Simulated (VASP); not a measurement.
Set up this calculation in VASP 6.6.1, as the native input.

| Property | Result |
| --- | --- |
| Task | single point |
| Functional | r2SCAN |
| Potentials or basis | VASP PAW PBE potentials, release 64 (Zn) |
| Cutoff | 520 eV |
| k mesh | 18 × 18 × 18 |
| Occupations | gaussian, width 0.05 eV |
| Spin | no spin polarisation |
| Dipole correction | no |
| Further INCAR settings | ALGO = Normal; EDIFF = 1e-06; NBANDS = 12 |

Crystal: Zn.

```xyz
1
Lattice="-1.5580 1.5580 1.5580 1.5580 -1.5580 1.5580 1.5580 1.5580 -1.5580" Properties=species:S:1:pos:R:3 pbc="T T T"
Zn    0.0000    0.0000    0.0000
```

The cell was built by a generator and needn't be a form met in nature.

The input as run:

POSCAR

```
Zn
1.0
   -1.5579542547      1.5579542547      1.5579542547
    1.5579542547     -1.5579542547      1.5579542547
    1.5579542547      1.5579542547     -1.5579542547
Zn
1
Direct
    0.0000000000      0.0000000000      0.0000000000
```

INCAR.step1

```
PREC = Accurate ; ENCUT = 520
ISMEAR = 0 ; SIGMA = 0.05
LREAL = False ; LASPH = True
NELM = 100 ; NBANDS = 12
GGA = PE ; ALGO = Normal
EDIFF = 1E-4 ; LWAVE = True
LCHARG = False
```

INCAR.step2

```
PREC = Accurate ; ENCUT = 520
EDIFF = 1E-6 ; ISMEAR = 0
SIGMA = 0.05 ; LREAL = False
LASPH = True ; NELM = 100
ALGO = Normal ; ISIF = 2
LWAVE = False ; LCHARG = False
METAGGA = R2SCAN ; LMIXTAU = True
NBANDS = 12 ; ISTART = 1
```

KPOINTS

```
Automatic mesh
0
Gamma
  18 18 18
```

Potentials or basis: VASP PAW PBE potentials, release 64 (Zn).

The run is started by

```sh
$ cat potpaw_PBE.64/Zn/POTCAR > POTCAR
$ cp INCAR.step1 INCAR
$ mpirun -np 1 vasp_std > vasp.out
$ cp INCAR.step2 INCAR
$ mpirun -np 1 vasp_std > vasp.out
```

It gave:

The pressure is -3.0 GPa and the band gap on the k mesh is none (metal or under the smearing width).

Caveat: the PAW data sets were made with another functional, which shifts forces and pressure a little.

Run time: 80 s on 1 thread of Intel(R) Xeon(R) Platinum 8488C (Sapphire Rapids) (shared host), peak memory 0.14 GiB.
